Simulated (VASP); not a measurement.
# CdS (F-43m) in VASP: notebook

One crystal, CdS, is run at these levels: PBEsol; tasks: relaxation of cell and atoms.

Program: VASP 6.6.1. These are calculated values, not measurements. Logs are shortened: lines on timing, memory, paths and dates and some standing lists are left out, and cuts for length are marked.

## Step 1: The structure

Symmetry: F-43m, No. 216, cubic system. The conventional cell has a = 5.833 Å, b = 5.833 Å, c = 5.833 Å, α = 90.00°, β = 90.00°, γ = 90.00°. Cd (site symmetry -43m) is surrounded by 4 S at 2.53 Å. Around S (site symmetry -43m) lie 4 Cd at 2.53 Å.

## Step 2: Relaxation of cell and atoms, PBEsol

INCAR reads:

```
PREC = Accurate
ENCUT = 600
EDIFF = 1E-6
ISMEAR = 0
SIGMA = 0.03
LREAL = False
LASPH = True
NELM = 80
ALGO = Normal
ISIF = 3
LWAVE = False
LCHARG = False
GGA = PS
IBRION = 2
NSW = 90
EDIFFG = -0.01
```

KPOINTS reads:

```
regular mesh
0
Gamma
  8 8 8
```

POSCAR reads:

```
CdS
1.0
    0.0000000000      2.9165000000      2.9165000000
    2.9165000000      0.0000000000      2.9165000000
    2.9165000000      2.9165000000      0.0000000000
Cd S
1 1
Direct
    0.0000000000      0.0000000000      0.0000000000
    0.2500000000      0.2500000000      0.2500000000
```

Potentials or basis: VASP PAW PBE potentials, release 64 (Cd, S).

Started as:

```
cat potpaw_PBE.64/Cd/POTCAR potpaw_PBE.64/S/POTCAR > POTCAR
mpirun -np 1 vasp_std > vasp.out
```

OUTCAR:

```text
PREC = Accurate
   ENCUT = 600
   EDIFF = 1E-6
   ISMEAR = 0
   LREAL = False
   LASPH = True
   NELM = 80
   ISIF = 3
   GGA = PS
   IBRION = 2
   NSW = 90
   EDIFFG = -0.01

 ion  position               nearest neighbor table
   1  0.000  0.000  0.000-   2 2.53   2 2.53   2 2.53   2 2.53
   2  0.250  0.250  0.250-   1 2.53   1 2.53   1 2.53   1 2.53

  LATTYP: Found a face centered cubic cell.
 ALAT       =     5.8330000000

  Lattice vectors:

 A1 = (   0.0000000000,   2.9165000000,   2.9165000000)
 A2 = (   2.9165000000,   0.0000000000,   2.9165000000)
 A3 = (   2.9165000000,   2.9165000000,   0.0000000000)

Analysis of symmetry for initial positions (statically):
=====================================================================
 Subroutine PRICEL returns:
 Original cell was already a primitive cell.

 Routine SETGRP: Setting up the symmetry group for a
 face centered cubic supercell.

 Subroutine GETGRP returns: Found 24 space group operations
 (whereof 24 operations were pure point group operations)
 out of a pool of 48 trial point group operations.

The static configuration has the point symmetry T_d .

Analysis of symmetry for dynamics (positions and initial velocities):
=====================================================================
 Subroutine PRICEL returns:
 Original cell was already a primitive cell.

 Routine SETGRP: Setting up the symmetry group for a
 face centered cubic supercell.

 Subroutine GETGRP returns: Found 24 space group operations
 (whereof 24 operations were pure point group operations)
 out of a pool of 48 trial point group operations.

The dynamic configuration has the point symmetry T_d .

 Subroutine INISYM returns: Found 24 space group operations
 (whereof 24 operations are pure point group operations),
 and found     1 'primitive' translations

----------------------------------------------------------------------------------------

                                     Primitive cell

  volume of cell :      49.6153

  direct lattice vectors                    reciprocal lattice vectors
     0.000000000  2.916500000  2.916500000    -0.171438368  0.171438368  0.171438368
     2.916500000  0.000000000  2.916500000     0.171438368 -0.171438368  0.171438368
     2.916500000  2.916500000  0.000000000     0.171438368  0.171438368 -0.171438368

  length of vectors
     4.124553855  4.124553855  4.124553855     0.296939964  0.296939964  0.296939964

  position of ions in fractional coordinates (direct lattice)
     0.000000000  0.000000000  0.000000000
     0.250000000  0.250000000  0.250000000

  ion indices of the primitive-cell ions
   primitive index   ion index
                 1           1
                 2           2

----------------------------------------------------------------------------------------

 KPOINTS: regular mesh

Automatic generation of k-mesh.
 Grid dimensions read from file:
 generate k-points for:    8    8    8

 Generating k-lattice:

  Cartesian coordinates                     Fractional coordinates (reciprocal lattice)
    -0.021429796  0.021429796  0.021429796     0.125000000  0.000000000  0.000000000
     0.021429796 -0.021429796  0.021429796     0.000000000  0.125000000  0.000000000
     0.021429796  0.021429796 -0.021429796     0.000000000  0.000000000  0.125000000

  Length of vectors
     0.037117495  0.037117495  0.037117495

  Shift w.r.t. Gamma in fractional coordinates (k-lattice)
     0.000000000  0.000000000  0.000000000

 Subroutine IBZKPT returns following result:
 ===========================================

 Found     29 irreducible k-points:

 Following reciprocal coordinates:
            Coordinates               Weight
  0.000000  0.000000  0.000000      1.000000
  0.125000  0.000000  0.000000      8.000000
  0.250000  0.000000  0.000000      8.000000
  0.375000  0.000000  0.000000      8.000000
  0.500000  0.000000  0.000000      4.000000
  0.125000  0.125000  0.000000      6.000000
[... 16 lines left out ...]
  0.500000  0.250000  0.125000     48.000000
 -0.375000  0.250000  0.125000     24.000000
 [... further k-points ...]
   k-points           NKPTS =     29   k-points in BZ     NKDIM =     29   number of bands    NBANDS=     13
   number of dos      NEDOS =    301   number of ions     NIONS =      2
   total plane-waves  NPLWV =  46656
   dimension x,y,z NGX =    36 NGY =   36 NGZ =   36
   dimension x,y,z NGXF=    72 NGYF=   72 NGZF=   72
   ions per type =               1   1
   NGX,Y,Z   is equivalent  to a cutoff of  14.51, 14.51, 14.51 a.u.
   NGXF,Y,Z  is equivalent  to a cutoff of  29.02, 29.02, 29.02 a.u.
 SYSTEM =  unknown system
   PREC   = accura    normal or accurate (medium, high low for compatibility)
   ISTART =      0    job   : 0-new  1-cont  2-samecut
   ICHARG =      2    charge: 1-file 2-atom 10-const
   ISPIN  =      1    spin polarized calculation?
   LNONCOLLINEAR =      F non collinear calculations
   LSORBIT =      F    spin-orbit coupling
   LASPH  =      T    aspherical Exc in radial PAW
   ENCUT  =  600.0 eV  44.10 Ry    6.64 a.u.   8.24  8.24  8.24*2*pi/ulx,y,z
   NELM   =     80;   NELMIN=  2; NELMDL= -5     # of ELM steps
   EDIFF  = 0.1E-05   stopping-criterion for ELM
   LREAL  =      F    real-space projection
   EDIFFG = -.1E-01   stopping-criterion for IOM
   NSW    =     90    number of steps for IOM
   IBRION =      2    ionic relax: 0-MD 1-quasi-New 2-CG
   NFREE  =      1    steps in history (QN), initial steepest desc. (CG)
   ISIF   =      3    stress and relaxation
   ISYM   =      2    0-nonsym 1-usesym 2-fastsym
   POTIM  = 0.5000    time-step for ionic-motion
   TEBEG  =    0.0;   TEEND  =   0.0 temperature during run
   PSTRESS=    0.0 pullay stress
   NELECT =      18.0000    total number of electrons
   NUPDOWN=      -1.0000    fix difference up-down
   EMIN   =  10.00;   EMAX   =-10.00  energy-range for DOS
   EFERMI =   0.00;   METHOD = LEGACY
   ISMEAR =     0;   SIGMA  =   0.03  broadening in eV -4-tet -1-fermi 0-gaus
   EFERMI_NEDOS =   21; number of points for ismear=-14 and -15
   IALGO  =     38    algorithm
   IMIX   =      4    mixing-type and parameters
     AMIX     =   0.40;   BMIX     =  1.00
     AMIX_MAG =   1.60;   BMIX_MAG =  1.00
  volume/ion in A,a.u.               =      24.81       167.41
  Fermi-wavevector in a.u.,A,eV,Ry     =   1.167599  2.206442 18.548649  1.363287
  Thomas-Fermi vector in A             =   2.304097
   LORBIT       =      0    0 simple, 1 ext, 2 COOP (PROOUT), +10 PAW based schemes
   GGA     = PS    functional components
   LHFCALC =     F    Hartree Fock is set to
   AEXX    =    0.0000 exact exchange contribution
   IVDW    =     0    specifies the selected vdW correction
   LEPSILON=     F    determine dielectric tensor
   LRPA    =     F    only Hartree local field effects (RPA)
 conjugate gradient relaxation of ions
 non-spin polarized calculation
 Gauss-broadening in eV      SIGMA  =   0.03
  energy-cutoff  :      600.00
  volume of cell :       49.62
 maximum number of plane-waves:      1676
 NGX is ok and might be reduce to    36
   NGX = 17   NGY = 17   NGZ = 17

--------------------------------------- Ionic step        1  -------------------------------------------

 number of electron      17.9999999 magnetization

 Free energy of the ion-electron system (eV)
  ---------------------------------------------------
  ext. energy  EPLUGINS =         0.00000000
  ---------------------------------------------------
  free energy    TOTEN  =        -6.81366467 eV

  energy without entropy =       -6.81366467  energy(sigma->0) =       -6.81366467

------------------------ aborting loop because EDIFF is reached ----------------------------------------

  FORCE on cell =-STRESS in cart. coord.  units (eV):
  Direction    XX          YY          ZZ          XY          YZ          ZX
  --------------------------------------------------------------------------------------
  -------------------------------------------------------------------------------------
  Total        0.0278737      0.0278737      0.0278737      0.0000000      0.0000000      0.0000000
  in kB        0.9000972      0.9000972      0.9000972      0.0000000      0.0000000      0.0000000
  external PRESSURE =       0.9000972 kB  Pullay stress =       0.0000000 kB

 VOLUME and BASIS-vectors are now :
 -----------------------------------------------------------------------------
  energy-cutoff  :      600.00
  volume of cell :       49.62
      direct lattice vectors                 reciprocal lattice vectors
     0.000000000  2.916500000  2.916500000    -0.171438368  0.171438368  0.171438368
     2.916500000  0.000000000  2.916500000     0.171438368 -0.171438368  0.171438368
     2.916500000  2.916500000  0.000000000     0.171438368  0.171438368 -0.171438368

 POSITION                                       TOTAL-FORCE (eV/Angst)
 -----------------------------------------------------------------------------------
      0.00000      0.00000      0.00000        -0.000000     -0.000000      0.000000
      1.45825      1.45825      1.45825         0.000000      0.000000     -0.000000
 -----------------------------------------------------------------------------------
    total drift:                               -0.000000     -0.000000     -0.000000

  FREE ENERGIE OF THE ION-ELECTRON SYSTEM (eV)
  ---------------------------------------------------
  free  energy   TOTEN  =        -6.8136646705 eV

  energy  without entropy=       -6.8136646705  energy(sigma->0) =       -6.81366467

--------------------------------------- Ionic step        2  -------------------------------------------

 number of electron      17.9999999 magnetization

 Free energy of the ion-electron system (eV)
  ---------------------------------------------------
  ext. energy  EPLUGINS =         0.00000000
  ---------------------------------------------------
  free energy    TOTEN  =        -6.81367957 eV

  energy without entropy =       -6.81367957  energy(sigma->0) =       -6.81367957

 E-fermi :   1.3564     XC(G=0):  -9.3687

 val. band max:        1.1941215650   @ k =   0.0000   0.0000   0.0000
 cond. band min:       2.1983652949   @ k =   0.0000   0.0000   0.0000
 fundamental gap:      1.0042437299
 Fermi energy:         1.3564161755

 k-point     1 :       0.0000    0.0000    0.0000
  band No.  band energies     occupation
      1     -11.1777      2.00000
      2      -6.5277      2.00000
      3      -6.5277      2.00000
      4      -6.5277      2.00000
      5      -6.0423      2.00000
      6      -6.0423      2.00000
      7       1.1941      2.00000
      8       1.1941      2.00000
      9       1.1941      2.00000
     10       2.1984      0.00000
     11       7.6396      0.00000
     12       7.6396      0.00000
     13       7.6396      0.00000

 k-point     2 :       0.1250    0.0000    0.0000
  band No.  band energies     occupation
      1     -11.1141      2.00000
      2      -6.5050      2.00000
      3      -6.5050      2.00000
      4      -6.4754      2.00000
      5      -6.0435      2.00000
      6      -6.0435      2.00000
      7       0.1331      2.00000
      8       1.0701      2.00000
      9       1.0701      2.00000
     10       3.0674      0.00000
     11       7.3689      0.00000
     12       7.8409      0.00000
     13       7.8409      0.00000
[... 321 lines left out ...]
 k-point    23 :       0.5000    0.2500    0.1250
  band No.  band energies     occupation
      1     -10.7245      2.00000
      2      -6.3680      2.00000
      3      -6.3413      2.00000
      4      -6.1116      2.00000
      5      -6.0088      2.00000
      6      -5.7547      2.00000
      7      -2.5208      2.00000
      8      -0.6671      2.00000
      9       0.1178      2.00000
     10       5.4072      0.00000
     11       6.8485      0.00000
     12       7.8584      0.00000
     13       9.3679      0.00000

 k-point    24 :      -0.3750    0.2500    0.1250
  band No.  band energies     occupation
      1     -10.6748      2.00000
      2      -6.3635      2.00000
      3      -6.3241      2.00000
      4      -6.0700      2.00000
      5      -6.0158      2.00000
      6      -5.5477      2.00000
      7      -2.9801      2.00000
      8      -0.7765      2.00000
      9      -0.0447      2.00000
     10       5.4790      0.00000
     11       6.8833      0.00000
     12       8.3109      0.00000
     13       9.4533      0.00000

 [... further k-points ...]
[... 5 lines left out ...]
  --------------------------------------------------------------------------------------
  -------------------------------------------------------------------------------------
  Total       -0.0105613     -0.0105613     -0.0105613      0.0000000     -0.0000000      0.0000000
  in kB       -0.3403576     -0.3403576     -0.3403576      0.0000000     -0.0000000      0.0000000
  external PRESSURE =      -0.3403576 kB  Pullay stress =       0.0000000 kB

 VOLUME and BASIS-vectors are now :
 -----------------------------------------------------------------------------
  energy-cutoff  :      600.00
  volume of cell :       49.72
      direct lattice vectors                 reciprocal lattice vectors
     0.000000000  2.918460911  2.918460911    -0.171323179  0.171323179  0.171323179
     2.918460911  0.000000000  2.918460911     0.171323179 -0.171323179  0.171323179
     2.918460911  2.918460911 -0.000000000     0.171323179  0.171323179 -0.171323179

 POSITION                                       TOTAL-FORCE (eV/Angst)
 -----------------------------------------------------------------------------------
      2.91846      5.83692      2.91846         0.000000      0.000000     -0.000000
      1.45923      1.45923      1.45923        -0.000000     -0.000000      0.000000
 -----------------------------------------------------------------------------------
    total drift:                               -0.000000     -0.000000     -0.000000

  FREE ENERGIE OF THE ION-ELECTRON SYSTEM (eV)
  ---------------------------------------------------
  free  energy   TOTEN  =        -6.8136795676 eV

  energy  without entropy=       -6.8136795676  energy(sigma->0) =       -6.81367957

 reached required accuracy - stopping structural energy minimisation
```

Run time: 38 s. Hardware: 1 thread of Intel Xeon Platinum 8175M at 2.50GHz (Skylake/Cascade Lake), shared host; peak memory 0.22 GiB.

Results:

```yaml
Free_energy: -6.8137 eV
Relaxed_volume: 24.86 Å³/atom
Relaxed_cell: a = 4.127 Å, b = 4.127 Å, c = 4.127 Å, α = 60.00°, β = 60.00°, γ = 60.00°
Space_group_after_relaxing_to_0.05_Å: F-43m (No. 216)
Energy_gained_by_relaxing: 0.0 meV/atom
Ionic_steps: 2
Pressure_after_relaxing: 0.0 GPa
Band_gap_on_the_k_mesh: 1.00 eV, direct
```

Final structure:
```
Cd S
1.0
     0.00000    2.91846    2.91846
     2.91846    0.00000    2.91846
     2.91846    2.91846    0.00000
Cd S
1 1
Direct
  0.00000 0.00000 0.00000
  0.25000 0.25000 0.25000
```

Caveat: the PAW data sets were made with another functional, which shifts forces and pressure a little.

(Part 1 of 2 ends here.)
